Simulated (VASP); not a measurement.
A run of VASP 6.6.1 is set up as follows.

INCAR

```
SYSTEM = ZnS
  ALGO = Normal
  EDIFF = 1E-6
  EDIFFG = -0.01
  ENCUT = 600
  GGA = PE
  IBRION = 2
  ISIF = 3
  ISMEAR = 0
  IVDW = 12
  LASPH = .TRUE.
  LCHARG = .FALSE.
  LREAL = .FALSE.
  LWAVE = .FALSE.
  NELM = 80
  NSW = 90
  PREC = Accurate
  SIGMA = 0.03
```

File KPOINTS:

```
k-points
0
G
  10 10 10
  0 0 0
```

POSCAR

```
ZnS
1.0
    0.0000000000      2.7020000000      2.7020000000
    2.7020000000      0.0000000000      2.7020000000
    2.7020000000      2.7020000000      0.0000000000
Zn S
1 1
Direct
    0.2500000000      0.2500000000      0.2500000000
    0.0000000000      0.0000000000      0.0000000000
```

Potentials or basis: VASP PAW PBE potentials, release 64 (Zn, S).

Launch:

```sh
$ cat potpaw_PBE.64/Zn/POTCAR potpaw_PBE.64/S/POTCAR > POTCAR
$ mpirun -np 1 vasp_std > vasp.out
```

Question: Estimate the space group after relaxing (to 0.05 Å).

Answer: F-43m (No. 216).

Question: Predict the band gap on the k mesh.

Answer: 2.18 eV, direct.

Final structure:
```
CELL_PARAMETERS angstrom
0.00000 2.68970 2.68970
2.68970 0.00000 2.68970
2.68970 2.68970 0.00000
ATOMIC_POSITIONS crystal
Zn 0.25000 0.25000 0.25000
S 0.00000 0.00000 0.00000
```

As with any semilocal functional, this PBE gap is likely too small.
